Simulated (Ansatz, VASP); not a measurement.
Os in VASP and in Ansatz

File INCAR:

```
ALGO = Normal
EDIFF = 1E-7
ENCUT = 520
GGA = CA
ISIF = 2
ISMEAR = -1
LASPH = True
LCHARG = True
LELF = True
LREAL = False
LVHAR = True
LWAVE = False
NBANDS = 10
NELM = 60
PREC = Accurate
SIGMA = 0.1
```

The input KPOINTS:

```
k-points
0
Gamma
  16 16 16
```

The input POSCAR:

```
Os
1.0
    0.0000000000      1.9019172812      1.9019172812
    1.9019172812      0.0000000000      1.9019172812
    1.9019172812      1.9019172812      0.0000000000
Os
1
Direct
    0.0000000000      0.0000000000      0.0000000000
```

Input for Ansatz:

```yaml
crystal:
  lattice:
    - [0.0, 1.9019172812, 1.9019172812]
    - [1.9019172812, 0.0, 1.9019172812]
    - [1.9019172812, 1.9019172812, 0.0]
  atoms:
    - { symbol: Os, position: [0.0, 0.0, 0.0] }
hamiltonian:
  xc: lda
  pseudopotentials:
    kind: paw
    azcp:
      Os: "pseudopotentials/Os.paw.azcp"
basis:
  ecutwfc: 420
  fft_grid_basis: typed
kpoints:
  mp_grid: { grid: [16, 16, 16], shift: [0, 0, 0] }
magnetization:
  spin_polarized: false
scf:
  occupations: { method: fermi_dirac, width: 0.1 }
  lower_state_search: "off"
output:
  stress: true
  write_density: true
  write_potential: true
  elf: true
  volumetric_format: npy
```

Alike in both runs: task single point; functional LDA; k mesh 16 × 16 × 16; occupations fermi-dirac, width 0.1 eV; no spin polarisation.

|  | VASP | Ansatz |
| --- | --- | --- |
| version | VASP 6.6.1 | Ansatz 0.2.0 |
| potentials or method | VASP PAW LDA potentials, release 64 (Os) | plane waves (420 eV) with PAW, scalar-relativistic |
| plane-wave cutoff (eV) | 520 | 420 |
| valence electrons in the cell | 8 | 16 |

Ansatz gave:

- pressure (GPa): -0.2

What did VASP give for the same quantities?

Pressure (GPa): 0.8.

The two sets of potentials don't hold the same shells in valence. Ansatz warned: «pseudo_functional_mismatch».

Spin-orbit coupling is left out, which matters for the levels of Os.
